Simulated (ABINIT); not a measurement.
Crystal: Al.

```
CELL_PARAMETERS angstrom
2.81246 0.00000 0.00000
-1.40623 2.43566 0.00000
0.00000 0.00000 4.86685
ATOMIC_POSITIONS crystal
Al 0.33333 0.66667 0.25000
Al 0.66667 0.33333 0.75000
```

This isn't the form of Al at room conditions, which is fcc.

* Program: ABINIT 10.8.3 (patched build)
* Task: relaxation of cell and atoms
* Functional: PBE
* Dispersion: D4
* Potentials or basis: JTH PAW PBE v2.0
* Cutoff: 408 eV
* k mesh: 11 × 11 × 6
* Occupations: fermi-dirac, width 0.05 eV
* Spin: no spin polarisation

At the start: pressure -3.0 GPa; volume 16.67 Å³/atom.

Problem. Where does the relaxation end?

Solution. Over 6 steps the energy falls by 17.6 meV/atom and the volume is 15.92 Å³/atom (-4.5 %); space group P6_3/mmc (No. 194, to 0.05 Å).

The path:
```
step  energy change (eV)  largest force (eV/Å)  pressure (GPa)  volume (Å³)
   1              0.0000                0.0000           -3.05        33.34
   2             -0.0060                0.0000           -2.61        33.11
   3             -0.0301                0.0000            0.98        31.57
   4             -0.0317                0.0000            1.26        31.46
   5             -0.0346                0.0000            0.85        31.59
   6             -0.0353                0.0000            0.16        31.84
```

Final structure:
```cif
data_structure
_symmetry_space_group_name_H-M 'P 1'
_symmetry_Int_Tables_number 1
_cell_length_a 2.8124
_cell_length_b 2.8124
_cell_length_c 4.6489
_cell_angle_alpha 90.000
_cell_angle_beta 90.000
_cell_angle_gamma 120.000
_cell_volume 31.84
loop_
_atom_site_label
_atom_site_type_symbol
_atom_site_fract_x
_atom_site_fract_y
_atom_site_fract_z
_atom_site_occupancy
Al1 Al 0.33333 0.66667 0.25000 1
Al2 Al 0.66667 0.33333 0.75000 1
```

Caveat: the log and the count of SCF iterations are those of the last ABINIT call alone; pairwise dispersion overbinds metals, which lowers pressure and volume.
